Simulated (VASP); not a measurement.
# ZrO2: O into a neighbouring O vacancy, part 2 of 2

Wanted: the minimum-energy path in ZrO2 for this move: O into a neighbouring O vacancy. The start is a computed cell from the Materials Project.

VASP 6.6.1; PBEsol; plane waves and PAW (Zr_sv, O).

So far. Step 3 (Relax the start): The run ended after 29 ionic steps, 3.542 eV below its first step, once the forces on the free atoms met EDIFFG = -0.05. Step 4 (Relax the end): The run ended after 28 ionic steps, 3.775 eV below its first step, once the forces on the free atoms met EDIFFG = -0.05.

## Step 5: Nudged elastic band

Images on a straight line between the ends relax across the path, while springs keep them spaced along it.

This cell carries charge +2, set by NELECT and balanced by a uniform background.

Input file INCAR:

```
SYSTEM = Zr12O23
PREC = Normal
ENCUT = 400
EDIFF = 1E-05
NELM = 120
ISMEAR = 0
SIGMA = 0.05
LREAL = Auto
ALGO = Fast
GGA = PS
NELECT = 280
NBANDS = 168
LASPH = .TRUE.
LWAVE = .FALSE.
LCHARG = .FALSE.
NCORE = 2
IMAGES = 3
SPRING = -5
IBRION = 1
POTIM = 0.3
NSW = 50
EDIFFG = -0.05
ISYM = 0
ISIF = 0
```

Input file POSCAR:

```
Zr12O23
1.0
    0.0000000000      5.0672024918      5.0672024918
    5.0672024918      0.0000000000      5.0672024918
    7.6008037377      7.6008037377      0.0000000000
Zr O
12 23
Direct
    0.0030606497      0.0034898902      0.0008477549
    0.0070778070      0.0071848811      0.3215258541
    0.0094515968      0.0094021531      0.6516736461
    0.9999416418      0.4969594895      0.9989353060
    0.9807512203      0.5073696379      0.3366389333
    0.0044045123      0.4991549846      0.6624194357
    0.4966071356      0.0001667583      0.9987485503
    0.5074882113      0.9807633278      0.3366670210
    0.4990570958      0.0045637402      0.6623449561
    0.5102099434      0.5103671710      0.9822682017
    0.5064421022      0.5064345927      0.3359651167
    0.4982596736      0.4984004639      0.6717111385
    0.3755927456      0.3762297361      0.5971986315
    0.3756142325      0.3749228916      0.9061751379
    0.3665010714      0.8755086778      0.2530468837
    0.3879470374      0.8540318559      0.5862696463
    0.3623354966      0.8925454417      0.9116714906
    0.8752544705      0.3663458341      0.2533109324
    0.8540014607      0.3879953415      0.5864590302
    0.8925571679      0.3625521204      0.9112638877
    0.8779988463      0.8776184736      0.2511259131
    0.8830278516      0.8818047951      0.5556393865
    0.8535784630      0.8544216860      0.9677607062
    0.1288120703      0.1293645031      0.0814735274
    0.1467754404      0.1467457612      0.4098577146
    0.1220997011      0.1216024671      0.7402120236
    0.1626819962      0.5861126093      0.1034533122
    0.1583001989      0.5776057193      0.4051437622
    0.0901135612      0.6522232999      0.7558132295
    0.5861610065      0.1632745508      0.1039268979
    0.5782873899      0.1576973303      0.4055462236
    0.6521301246      0.0900752762      0.7552993579
    0.6011007524      0.6007419747      0.0959819108
    0.6268306221      0.6268257750      0.4098648727
    0.6336821583      0.6342491047      0.7507461713
```

Input file KPOINTS:

```
Automatic mesh
0
Gamma
2 2 2
0 0 0
```

Input file 00/POSCAR:

```
Zr12O23
1.0
    0.0000000000      5.0672024918      5.0672024918
    5.0672024918      0.0000000000      5.0672024918
    7.6008037377      7.6008037377      0.0000000000
Zr O
12 23
Direct
    0.0030606497      0.0034898902      0.0008477549
    0.0070778070      0.0071848811      0.3215258541
    0.0094515968      0.0094021531      0.6516736461
    0.9999416418      0.4969594895      0.9989353060
    0.9807512203      0.5073696379      0.3366389333
    0.0044045123      0.4991549846      0.6624194357
    0.4966071356      0.0001667583      0.9987485503
    0.5074882113      0.9807633278      0.3366670210
    0.4990570958      0.0045637402      0.6623449561
    0.5102099434      0.5103671710      0.9822682017
    0.5064421022      0.5064345927      0.3359651167
    0.4982596736      0.4984004639      0.6717111385
    0.3755927456      0.3762297361      0.5971986315
    0.3756142325      0.3749228916      0.9061751379
    0.3665010714      0.8755086778      0.2530468837
    0.3879470374      0.8540318559      0.5862696463
    0.3623354966      0.8925454417      0.9116714906
    0.8752544705      0.3663458341      0.2533109324
    0.8540014607      0.3879953415      0.5864590302
    0.8925571679      0.3625521204      0.9112638877
    0.8779988463      0.8776184736      0.2511259131
    0.8830278516      0.8818047951      0.5556393865
    0.8535784630      0.8544216860      0.9677607062
    0.1288120703      0.1293645031      0.0814735274
    0.1467754404      0.1467457612      0.4098577146
    0.1220997011      0.1216024671      0.7402120236
    0.1626819962      0.5861126093      0.1034533122
    0.1583001989      0.5776057193      0.4051437622
    0.0901135612      0.6522232999      0.7558132295
    0.5861610065      0.1632745508      0.1039268979
    0.5782873899      0.1576973303      0.4055462236
    0.6521301246      0.0900752762      0.7552993579
    0.6011007524      0.6007419747      0.0959819108
    0.6268306221      0.6268257750      0.4098648727
    0.6336821583      0.6342491047      0.7507461713
```

Input file 01/POSCAR:

```
Zr12O23
1.0
    0.0000000000      5.0672024918      5.0672024918
    5.0672024918      0.0000000000      5.0672024918
    7.6008037377      7.6008037377      0.0000000000
Zr O
12 23
Direct
    0.0023647294      0.0029212334     -0.0004394691
    0.0033540111      0.0036645850      0.3239933990
    0.0041897187      0.0043529035      0.6600407436
    0.9998012055      0.4964871593      1.0004630085
    0.9833646002      0.5102200032      0.3351566130
    0.0038044398      0.4992451648      0.6639365928
    0.4959761922      0.0002673634      1.0003023922
    0.5100625455      0.9836039540      0.3351976360
    0.4989549390      0.0040765489      0.6638662287
    0.5049259645      0.5053230556      0.9906301612
    0.5027381977      0.5029051006      0.3384266013
    0.4975764677      0.4978244918      0.6704087213
    0.3741334181      0.3746873664      0.5943778737
    0.3757785174      0.3756619092      0.9114654151
    0.3599696874      0.8871312619      0.2553379152
    0.3749297121      0.8689442458      0.5806672975
    0.3739051939      0.8813018939      0.9116190356
    0.8866028508      0.3602118104      0.2554142582
    0.8686981943      0.3750805723      0.5807107357
    0.8810419595      0.3743323537      0.9114388670
    0.8764062163      0.8764021862      0.2527365036
    0.8866216767      0.8860491620      0.5595946102
    0.8564019900      0.8571402412      0.9549817851
    0.1273105675      0.1278374900      0.0786854430
    0.1980572753      0.1982555535      0.3717765575
    0.1223110496      0.1223415087      0.7454770254
    0.1497209930      0.6010136962      0.0978510937
    0.1517882334      0.5892710830      0.4074078165
    0.1016782832      0.6409481679      0.7557644969
    0.6007753197      0.1503846269      0.0981569980
    0.5895726247      0.1516084797      0.4076520166
    0.6406725761      0.1018439044      0.7554821646
    0.6047533368      0.6049549742      0.0999338847
    0.6253243960      0.6255470824      0.4114789459
    0.6364935849      0.6369650483      0.7379629363
```

Input file 02/POSCAR:

```
Zr12O23
1.0
    0.0000000000      5.0672024918      5.0672024918
    5.0672024918      0.0000000000      5.0672024918
    7.6008037377      7.6008037377      0.0000000000
Zr O
12 23
Direct
    0.0016688090      0.0023525767     -0.0017266931
   -0.0003697848      0.0001442889      0.3264609440
   -0.0010721595     -0.0006963460      0.6684078411
    0.9996607692      0.4960148291      1.0019907109
    0.9859779802      0.5130703686      0.3336742926
    0.0032043672      0.4993353450      0.6654537499
    0.4953452487      0.0003679685      1.0018562342
    0.5126368796      0.9864445802      0.3337282509
    0.4988527822      0.0035893576      0.6653875012
    0.4996419856      0.5002789401      0.9989921206
    0.4990342932      0.4993756086      0.3408880859
    0.4968932618      0.4972485196      0.6691063042
    0.3726740906      0.3731449966      0.5915571158
    0.3759428024      0.3764009267      0.9167556922
    0.3534383034      0.8987538460      0.2576289466
    0.3619123868      0.8838566358      0.5750649488
    0.3854748912      0.8700583462      0.9115665806
    0.8979512311      0.3540777867      0.2575175840
    0.8833949280      0.3621658030      0.5749624413
    0.8695267512      0.3861125870      0.9116138464
    0.8748135864      0.8751858987      0.2543470940
    0.8902155018      0.8902935288      0.5635498339
    0.8592255171      0.8598587965      0.9422028640
    0.1258090647      0.1263104768      0.0758973586
    0.2493391102      0.2497653458      0.3336954004
    0.1225223980      0.1230805503      0.7507420272
    0.1367599899      0.6159147832      0.0922488753
    0.1452762679      0.6009364468      0.4096718709
    0.1132430053      0.6296730358      0.7557157644
    0.6153896328      0.1374947030      0.0923870982
    0.6008578596      0.1455196291      0.4097578095
    0.6292150277      0.1136125326      0.7556649713
    0.6084059211      0.6091679738      0.1038858586
    0.6238181699      0.6242683897      0.4130930190
    0.6393050115      0.6396809918      0.7251797013
```

Input file 03/POSCAR:

```
Zr12O23
1.0
    0.0000000000      5.0672024918      5.0672024918
    5.0672024918      0.0000000000      5.0672024918
    7.6008037377      7.6008037377      0.0000000000
Zr O
12 23
Direct
    0.0009728886      0.0017839199     -0.0030139171
   -0.0040935806     -0.0033760072      0.3289284889
   -0.0063340376     -0.0057455956      0.6767749386
    0.9995203330      0.4955424988      1.0035184134
    0.9885913602      0.5159207339      0.3321919722
    0.0026042947      0.4994255252      0.6669709070
    0.4947143052      0.0004685736      1.0034100762
    0.5152112138      0.9892852064      0.3322588658
    0.4987506254      0.0031021662      0.6669087738
    0.4943580068      0.4952348246      1.0073540800
    0.4953303887      0.4958461166      0.3433495705
    0.4962100560      0.4966725475      0.6678038870
    0.3712147630      0.3716026268      0.5887363580
    0.3761070874      0.3771399443      0.9220459694
    0.3469069193      0.9103764300      0.2599199781
    0.3488950614      0.8987690257      0.5694626000
    0.3970445884      0.8588147984      0.9115141255
    0.9092996114      0.3479437630      0.2596209097
    0.8980916616      0.3492510338      0.5692141468
    0.8580115428      0.3978928204      0.9117888258
    0.8732209564      0.8739696112      0.2559576845
    0.8938093268      0.8945378956      0.5675050576
    0.8620490442      0.8625773518      0.9294239429
    0.1243075619      0.1247834636      0.0731092743
    0.3006209451      0.3012751380      0.2956142433
    0.1227337464      0.1238195919      0.7560070289
    0.1237989868      0.6308158701      0.0866466568
    0.1387643024      0.6126018105      0.4119359252
    0.1248077274      0.6183979038      0.7556670319
    0.6300039460      0.1246047792      0.0866171983
    0.6121430944      0.1394307785      0.4118636024
    0.6177574792      0.1253811609      0.7558477780
    0.6120585055      0.6133809734      0.1078378325
    0.6223119437      0.6229896971      0.4147070922
    0.6421164381      0.6423969354      0.7123964663
```

Input file 04/POSCAR:

```
Zr12O23
1.0
    0.0000000000      5.0672024918      5.0672024918
    5.0672024918      0.0000000000      5.0672024918
    7.6008037377      7.6008037377      0.0000000000
Zr O
12 23
Direct
    0.0002769683      0.0012152632     -0.0043011411
   -0.0078173765     -0.0068963033      0.3313960338
   -0.0115959158     -0.0107948452      0.6851420361
    0.9993798967      0.4950701686      1.0050461158
    0.9912047401      0.5187710992      0.3307096519
    0.0020042222      0.4995157054      0.6684880641
    0.4940833618      0.0005691787      1.0049639181
    0.5177855480      0.9921258326      0.3307894808
    0.4986484686      0.0026149749      0.6684300464
    0.4890740279      0.4901907092      1.0157160395
    0.4916264842      0.4923166245      0.3458110551
    0.4955268501      0.4960965754      0.6665014698
    0.3697554355      0.3700602571      0.5859156002
    0.3762713723      0.3778789619      0.9273362466
    0.3403755353      0.9219990141      0.2622110096
    0.3358777361      0.9136814156      0.5638602512
    0.4086142857      0.8475712506      0.9114616705
    0.9206479917      0.3418097393      0.2617242355
    0.9127883952      0.3363362646      0.5634658523
    0.8464963344      0.4096730537      0.9119638051
    0.8716283264      0.8727533238      0.2575682750
    0.8974031519      0.8987822625      0.5714602813
    0.8648725712      0.8652959070      0.9166450218
    0.1228060591      0.1232564505      0.0703211899
    0.3519027800      0.3527849303      0.2575330862
    0.1229450949      0.1245586335      0.7612720307
    0.1108379836      0.6457169570      0.0810444384
    0.1322523369      0.6242671742      0.4141999796
    0.1363724494      0.6071227718      0.7556182993
    0.6446182591      0.1117148553      0.0808472984
    0.6234283293      0.1333419279      0.4139693954
    0.6062999308      0.1371497891      0.7560305847
    0.6157110898      0.6175939729      0.1117898064
    0.6208057176      0.6217110044      0.4163211654
    0.6449278647      0.6451128790      0.6996132313
```

Potentials, in the order of the species: Zr_sv and O (PBE family, release 64).

Command:

```
mpirun -np 6 vasp_std
```

Run time: 49 min. Hardware: 6 MPI ranks of Intel Xeon Platinum 8259CL at 2.50GHz (Skylake/Cascade Lake), shared host; peak memory 1.6 GiB; 4.9 h of CPU time.

Images along the path:

```
image  path (A)  energy (eV)     O25: x, y, z (Å)
    0     0.000       0.0000  3.859, 3.859, 1.487
    1     0.878       0.3309  3.840, 3.836, 1.912
    2     1.755       0.7615  3.802, 3.800, 2.529
    3     2.632       0.3299  3.764, 3.763, 3.147
    4     3.509      -0.0001  3.745, 3.741, 3.571
```

This step gave:

```yaml
electronic_cycles: 204
path_length: 3.509 Å
barrier: 0.7615 eV
barrier_in_the_reverse_direction: 0.7616 eV
barrier_from_a_spline_through_the_images: 0.7614 eV
reaction_energy: -1.47e-4 eV
```

What the program prints for this run, and its count of cycles, belong to image 1; the force that counts for the threshold is the band's, across the path.

## Step 6: Outcome

- hop: O into a neighbouring O vacancy
- barrier: 0.761 eV
- barrier in the reverse direction: 0.762 eV
- barrier from a spline through the images: 0.761 eV
- reaction energy: -1.5e-4 eV
- path length: 3.51 Å

In words: The barrier is 0.76 eV forwards and 0.76 eV backwards. With an attempt frequency of 10¹³ per second, taken as a typical value, this barrier gives about 10^0 hops a second at 300 K. Both ends are alike and an image sits at the midpoint, which is the saddle if the path is symmetric. The band met its force threshold after 21 steps. Cell and mesh are small and were not tested. The band started on a straight line, so other routes may lie lower.

[Lines on the potential files, build, host, timing and source positions are cut from VASP's logs without a mark.]

[Logs are printed without paths, hosts, clocks, repeated set-up lines and the standing remarks that a program may print on its own settings, such as how far it seeks lower states.]

[Hosts, paths, dates, database ids (printed as entryN), source tags and the programs' standing remarks are cut or masked in the printed files.]

[Runs that stopped without an error message from VASP are left out.]
